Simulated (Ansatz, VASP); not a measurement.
**Two plane-wave programs on BaS**

Contents of POSCAR:

```
BaS
1.0
    0.0000000000      3.4475668816      3.4475668816
    3.4475668816      0.0000000000      3.4475668816
    3.4475668816      3.4475668816      0.0000000000
Ba S
1 1
Direct
    0.0000000000      0.0000000000      0.0000000000
    0.2500000000      0.2500000000      0.2500000000
```

Contents of INCAR.step1:

```
PREC     = Accurate       # precision mode
ENCUT    = 520            # plane-wave cutoff, eV
ISMEAR   = 0              # smearing method
SIGMA    = 0.01           # smearing width, eV
LREAL    = F              # projectors in reciprocal space
LASPH    = T              # aspherical terms in the spheres
NELM     = 100            # most SCF steps
NBANDS   = 15             # bands
GGA      = PE             # functional
ALGO     = Normal         # electronic algorithm
EDIFF    = 1E-4           # SCF threshold, eV
LWAVE    = T              # write WAVECAR
LCHARG   = F              # write CHGCAR
```

The input INCAR.step2:

```
PREC     = Accurate       # precision mode
ENCUT    = 520            # plane-wave cutoff, eV
EDIFF    = 1E-7           # SCF threshold, eV
ISMEAR   = 0              # smearing method
SIGMA    = 0.01           # smearing width, eV
LREAL    = F              # projectors in reciprocal space
LASPH    = T              # aspherical terms in the spheres
NELM     = 100            # most SCF steps
ALGO     = Normal         # electronic algorithm
ISIF     = 2              # what is computed and relaxed
LWAVE    = F              # write WAVECAR
LCHARG   = F              # write CHGCAR
METAGGA  = R2SCAN         # meta-GGA
LMIXTAU  = T            
NBANDS   = 15             # bands
ISTART   = 1
```

Contents of KPOINTS:

```
Automatic mesh
0
Gamma
  6 6 6
```

Input for Ansatz:

```yaml
crystal:
  lattice:
    - [0.0, 3.4475668816, 3.4475668816]
    - [3.4475668816, 0.0, 3.4475668816]
    - [3.4475668816, 3.4475668816, 0.0]
  atoms:
    - { symbol: Ba, position: [0.0, 0.0, 0.0] }
    - { symbol: S, position: [0.25, 0.25, 0.25] }
kpoints:
  mp_grid: { grid: [6, 6, 6] }
hamiltonian:
  xc: r2scan
scf:
  occupations: { method: fixed }
  n_extra_bands: 4
output:
  forces: true
  stress: true
  eigenvalues: true
```

Alike in both runs: task single point; functional r2SCAN; k mesh 6 × 6 × 6; no spin polarisation.

|  | VASP | Ansatz |
| --- | --- | --- |
| version | VASP 6.6.1 | Ansatz 0.2.0 |
| potentials or method | VASP PAW PBE potentials, release 64 (Ba_sv, S) | plane waves, PAW |
| plane-wave cutoff (eV) | 520 | 500 |
| occupations | gaussian, width 0.01 eV | fixed |
| valence electrons in the cell | 16 | 16 |

|  | VASP | Ansatz | Ansatz less VASP |
| --- | --- | --- | --- |
| gap on the k mesh at the Fermi level (eV) | 3.17 | 3.15 | -0.022 |
| pressure (GPa) | 2.5 | 2.0 | -0.52 |

Caveats: the PAW data sets were made with another functional, which shifts forces and pressure a little (VASP); spin-orbit coupling is left out, which moves the levels of the heavy elements. A k mesh can miss the band edges. r2SCAN opens gaps a little over a GGA but as a rule still falls short of measured ones.
